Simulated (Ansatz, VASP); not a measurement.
Two plane-wave programs on Pb

```
CELL_PARAMETERS angstrom
0.00000 2.44199 2.44199
2.44199 0.00000 2.44199
2.44199 2.44199 0.00000
ATOMIC_POSITIONS crystal
Pb 0.00000 0.00000 0.00000
```

Alike in both runs: task single point; functional PBEsol; k mesh 14 × 14 × 14; occupations gaussian, width 0.1 eV; no spin polarisation.

```csv
,VASP,Ansatz
version,VASP 6.6.1,Ansatz 0.2.0
potentials or method,"VASP PAW PBE potentials, release 64 (Pb_d)","scalar-relativistic, plane waves, PAW"
plane-wave cutoff (eV),520,420
valence electrons in the cell,14,14
```

```csv
,VASP,Ansatz,Ansatz less VASP
gap on the k mesh at the Fermi level (eV),none,none,-
pressure (GPa),1.5,1.6,+0.09
```

A gap of «none» marks a metal or a gap that the smearing closes.

Caveats: the PAW data sets were made with another functional, which shifts forces and pressure a little (VASP). The runs have no spin-orbit coupling, so splittings on Pb are missing.
